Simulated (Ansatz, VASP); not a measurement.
## Two plane-wave programs on BiTe

```xyz
2
Lattice="0.0000 3.1673 3.1673 3.1673 0.0000 3.1673 3.1673 3.1673 0.0000" Properties=species:S:1:pos:R:3 pbc="T T T"
Bi    0.0000    0.0000    0.0000
Te    3.1673    3.1673    3.1673
```

Alike in both runs: task single point; functional r2SCAN; k mesh 12 × 12 × 12; occupations gaussian, width 0.1 eV; no spin polarisation.

|  | VASP | Ansatz |
| --- | --- | --- |
| version | VASP 6.6.1 | Ansatz 0.2.0 |
| potentials or method | VASP PAW PBE potentials, release 64 (Bi_d, Te) | scalar-relativistic, plane waves, PAW |
| plane-wave cutoff (eV) | 520 | 500 |
| valence electrons in the cell | 21 | 31 |

```csv
,VASP,Ansatz,Ansatz less VASP
gap on the k mesh at the Fermi level (eV),none,none,-
pressure (GPa),3.7,3.7,+0.02
```

A gap of «none» marks a metal or a gap that the smearing closes. The functional is the same, so the differences come from potentials, cutoffs and numerics. The two sets of potentials don't hold the same shells in valence.

Caveats: the PAW data sets were made with another functional, which shifts forces and pressure a little (VASP); spin-orbit coupling is left out, which moves the levels of the heavy elements.
